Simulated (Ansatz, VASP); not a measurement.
## Two plane-wave programs on ScAl3

```
Sc Al
1.0
     0.00000    3.30010    3.30010
     3.30010    0.00000    3.30010
     3.30010    3.30010    0.00000
Sc Al
1 3
Direct
  0.00000 0.00000 0.00000
  0.50000 0.50000 0.50000
  0.25000 0.25000 0.25000
  0.75000 0.75000 0.75000
```

Alike in both runs: functional PBE; k mesh 6 × 6 × 6; occupations gaussian, width 0.1 eV; no spin polarisation.

Ansatz relaxed the structure, and its values are those at the end. VASP's run is a single point on that final structure, the one shown.

|  | VASP | Ansatz |
| --- | --- | --- |
| version | VASP 6.6.1 | Ansatz 0.2.0 |
| potentials or method | VASP PAW PBE potentials, release 64 (Sc_sv, Al) | scalar-relativistic, plane waves, PAW |
| plane-wave cutoff (eV) | 520 | 420 |
| valence electrons in the cell | 20 | 20 |

```csv
,VASP,Ansatz,Ansatz less VASP
gap on the k mesh at the Fermi level (eV),none,none,-
pressure (GPa),0.2,0.2,-0.04
```

A gap of «none» marks a metal or a gap that the smearing closes. The functional is the same, so the differences come from potentials, cutoffs and numerics.
